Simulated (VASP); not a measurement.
# Sb under changes of volume

One of the cells (30.810 Å³/atom); the others are scaled copies at fixed shape and fractional positions:

```
CELL_PARAMETERS angstrom
2.16847 1.25196 3.78289
-2.16847 1.25196 3.78289
0.00000 -2.50393 3.78289
ATOMIC_POSITIONS crystal
Sb 0.76651 0.76651 0.76651
Sb 0.23349 0.23349 0.23349
```

- Program: VASP 6.6.1
- Functional: PBE
- Potentials or basis: VASP PAW PBE potentials, release 64 (Sb)
- Cutoff: 520 eV
- k mesh: 8 × 8 × 8
- Occupations: fermi-dirac, width 0.05 eV
- Spin: no spin polarisation

| volume (Å³/atom) | energy over the lowest point (meV/atom) | pressure (GPa) | largest force (eV/Å) |
| --- | --- | --- | --- |
| 28.393 | 67.28 | 7.2 | 0.572 |
| 28.998 | 43.16 | 5.6 | 0.440 |
| 29.602 | ? | ? | ? |
| 30.810 | 3.93 | 1.6 | 0.094 |
| 31.414 | 0.04 | 0.5 | 0.005 |
| 32.018 | 0.00 | -0.5 | 0.097 |

Q: What does the run at 29.602 Å³/atom give?

A: Energy over the lowest point 24.97 meV/atom; pressure 4.1 GPa; largest force 0.316 eV/Å.

Worked out: A Birch-Murnaghan fit of order 3 (a polynomial in V^(-2/3)) to the other rows has its minimum at 31.72 Å³/atom with B0 = V·E''(V) = 51 GPa and B' = 4.6 at fixed shape and positions, which overstates the stiffness. It gives 24.98 meV/atom at 29.602 Å³/atom, against the run's 24.97, and -dE/dV = 4.1 GPa, against 4.1.

Energies are extrapolated to zero smearing.
